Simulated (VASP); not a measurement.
Output of a VASP run:

OUTCAR:
```
 ion  position               nearest neighbor table
   1  0.000  0.000  0.000-   2 2.15   2 2.15   2 2.15   2 2.15
   2  0.250  0.250  0.250-   1 2.15   1 2.15   1 2.15   1 2.15
  LATTYP: Found a face centered cubic cell.
 ALAT       =     4.9758580000
 Subroutine PRICEL returns:
 Original cell was already a primitive cell.
 Subroutine GETGRP returns: Found 24 space group operations
The static configuration has the point symmetry T_d .
The dynamic configuration has the point symmetry T_d .
 Subroutine INISYM returns: Found 24 space group operations
 Subroutine IBZKPT returns following result:
 Found     10 irreducible k-points:

 Following reciprocal coordinates:
            Coordinates               Weight
  0.125000  0.125000  0.125000      8.000000
  0.375000  0.125000  0.125000     24.000000
 -0.375000  0.125000  0.125000     24.000000
 -0.125000  0.125000  0.125000     24.000000
  0.375000  0.375000  0.125000     24.000000
 -0.375000  0.375000  0.125000     48.000000
 -0.125000  0.375000  0.125000     48.000000
 -0.375000 -0.375000  0.125000     24.000000
  0.375000  0.375000  0.375000      8.000000
 -0.375000  0.375000  0.375000     24.000000
   k-points           NKPTS =     10   k-points in BZ     NKDIM =     10   number of bands    NBANDS=     13
   number of dos      NEDOS =    301   number of ions     NIONS =      2
   total plane-waves  NPLWV =   4096
   dimension x,y,z NGX =    16 NGY =   16 NGZ =   16
   dimension x,y,z NGXF=    32 NGYF=   32 NGZF=   32
   ions per type =               1   1
   PREC   = accura    normal or accurate (medium, high low for compatibility)
   ISTART =      0    job   : 0-new  1-cont  2-samecut
   ICHARG =      2    charge: 1-file 2-atom 10-const
   ISPIN  =      1    spin polarized calculation?
   LNONCOLLINEAR =      F non collinear calculations
   LSORBIT =      F    spin-orbit coupling
   INIWAV =      1    electr: 0-lowe 1-rand  2-diag
   ENCUT  =  200.0 eV  14.70 Ry    3.83 a.u.   4.06  4.06  4.06*2*pi/ulx,y,z
   NELM   =    100;   NELMIN=  2; NELMDL= -5     # of ELM steps
   EDIFF  = 0.1E-05   stopping-criterion for ELM
   LREAL  =      F    real-space projection
   NLSPLINE    = F    spline interpolate recip. space projectors
   LMAXMIX     =    4 max onsite mixed and CHGCAR
   VOSKOWN=      0    Vosko Wilk Nusair interpolation
   EDIFFG = 0.1E-04   stopping-criterion for IOM
   NSW    =      0    number of steps for IOM
   NBLOCK =      1;   KBLOCK =      1    inner block; outer block
   IBRION =     -1    ionic relax: 0-MD 1-quasi-New 2-CG
   NFREE  =      0    steps in history (QN), initial steepest desc. (CG)
   ISIF   =      2    stress and relaxation
   ISYM   =      2    0-nonsym 1-usesym 2-fastsym
   TEIN   =    0.0    initial temperature
   TEBEG  =    0.0;   TEEND  =   0.0 temperature during run
   SMASS  =  -3.00    Nose mass-parameter (am)
   PSTRESS=    0.0 pullay stress
   NELECT =      18.0000    total number of electrons
   EFERMI =   0.00;   METHOD = LEGACY
   ISMEAR =    -1;   SIGMA  =   0.14  broadening in eV -4-tet -1-fermi 0-gaus
   IALGO  =     38    algorithm
   LDIAG  =      T    sub-space diagonalisation (order eigenvalues)
   IMIX   =      4    mixing-type and parameters
     AMIX     =   0.40;   BMIX     =  1.00
     AMIX_MAG =   1.60;   BMIX_MAG =  1.00
     AMIN     =   0.10
   GGA     = RE    functional components
   VOSKOWN =     0    Vosko Wilk Nusair interpolation
   LHFCALC =     F    Hartree Fock is set to
   LHFONE  =     F    Hartree Fock one center treatment
   AEXX    =    0.0000 exact exchange contribution
   IVDW    =     0    specifies the selected vdW correction
   LEPSILON=     F    determine dielectric tensor
   LRPA    =     F    only Hartree local field effects (RPA)
  energy-cutoff  :      200.00
  volume of cell :       30.80
      direct lattice vectors                 reciprocal lattice vectors
     0.000000000  2.487929000  2.487929000    -0.200970365  0.200970365  0.200970365
     2.487929000  0.000000000  2.487929000     0.200970365 -0.200970365  0.200970365
     2.487929000  2.487929000  0.000000000     0.200970365  0.200970365 -0.200970365
...
```

File OSZICAR:
```
       N       E                     dE             d eps       ncg     rms          rms(c)
DAV:   1     0.784168798699E+02    0.78417E+02   -0.59972E+03   270   0.848E+02
DAV:   2    -0.794901255008E+01   -0.86366E+02   -0.82426E+02   300   0.245E+02
DAV:   3    -0.110957569298E+02   -0.31467E+01   -0.31374E+01   290   0.523E+01
DAV:   4    -0.111271556935E+02   -0.31399E-01   -0.31394E-01   310   0.547E+00
DAV:   5    -0.111278438365E+02   -0.68814E-03   -0.68814E-03   285   0.758E-01    0.103E+01
DAV:   6    -0.101801553399E+02    0.94769E+00   -0.21363E+00   390   0.246E+01    0.619E+00
DAV:   7    -0.101324127548E+02    0.47743E-01   -0.13004E-01   260   0.279E+00    0.272E+00
DAV:   8    -0.101109901145E+02    0.21423E-01   -0.20363E-02   270   0.129E+00    0.354E-01
DAV:   9    -0.101110145710E+02   -0.24457E-04   -0.18285E-03   315   0.603E-01    0.133E-01
DAV:  10    -0.101114429987E+02   -0.42843E-03   -0.93350E-04   275   0.246E-01    0.313E-02
DAV:  11    -0.101114505428E+02   -0.75441E-05   -0.28005E-05   330   0.552E-02    0.951E-03
DAV:  12    -0.101114516167E+02   -0.10739E-05   -0.54508E-06   275   0.350E-02    0.316E-03
DAV:  13    -0.101114516327E+02   -0.15951E-07   -0.48655E-07   225   0.119E-02
   1 F= -.10111452E+02 E0= -.10109481E+02  d E =-.394141E-02
```

**OUTCAR**
```
------------------------ aborting loop because EDIFF is reached ----------------------------------------
  FORCE on cell =-STRESS in cart. coord.  units (eV):
  Direction    XX          YY          ZZ          XY          YZ          ZX
  --------------------------------------------------------------------------------------
  Total      -10.9340285    -10.9340285    -10.9340285      0.0000000      0.0000000      0.0000000
  in kB     -568.7833083   -568.7833083   -568.7833083      0.0000000      0.0000000      0.0000000
  external PRESSURE =    -568.7833083 kB  Pullay stress =       0.0000000 kB
  volume of cell :       30.80
      direct lattice vectors                 reciprocal lattice vectors
     0.000000000  2.487929000  2.487929000    -0.200970365  0.200970365  0.200970365
     2.487929000  0.000000000  2.487929000     0.200970365 -0.200970365  0.200970365
     2.487929000  2.487929000  0.000000000     0.200970365  0.200970365 -0.200970365
 POSITION                                       TOTAL-FORCE (eV/Angst)
 -----------------------------------------------------------------------------------
      0.00000      0.00000      0.00000        -0.000000     -0.000000     -0.000000
      1.24396      1.24396      1.24396         0.000000      0.000000      0.000000
 -----------------------------------------------------------------------------------
    total drift:                               -0.000007     -0.000007     -0.000003
  FREE ENERGIE OF THE ION-ELECTRON SYSTEM (eV)
  ---------------------------------------------------
  free  energy   TOTEN  =       -10.1114516327 eV

  energy  without entropy=      -10.1075102276  energy(sigma->0) =      -10.10948093
```
(Selected blocks of OUTCAR.)

**POSCAR**
```
InN
1
    0.0000000000     2.4879290000     2.4879290000
    2.4879290000     0.0000000000     2.4879290000
    2.4879290000     2.4879290000     0.0000000000
In N
1 1
Direct
  0.0000000000   0.0000000000   0.0000000000
  0.2500000000   0.2500000000   0.2500000000
```

Write an INCAR and KPOINTS that could have produced this output.

Several could match; the one computed here: the input of the run itself, revPBE GGA, plane waves, VASP's PBE PAW potentials (set 64).

**INCAR**
```
SYSTEM = InN
PREC = Accurate
ENCUT = 200
EDIFF = 1E-6
NELM = 100
ALGO = Normal
LREAL = .FALSE.
LASPH = .TRUE.
ISMEAR = -1
SIGMA = 0.136
GGA = RE
LMAXMIX = 4
LWAVE = .FALSE.
LCHARG = .FALSE.
ISIF = 2
```

KPOINTS:
```
Automatic mesh
0
gamma
4 4 4
0.5 0.5 0.5
```

POTCAR, in this order: In_d N (PBE.64 set). Program: vasp_std.

At this cut-off the stress carries a Pulay error, which pulls relaxed volumes low.

The structure comes from a computed database's InN entry; how it stands against other phases isn't given here. The cell was not relaxed at this level. The k-mesh is coarse (spacing up to 0.55 per Å, 2π included), so the numbers may not be converged in it. The run is one of a series of settings (ENCUT = 200, KPOINTS 4×4×4 Γ-centred mesh shifted by (0.5, 0.5, 0.5) against the base run), some of them coarse on purpose.
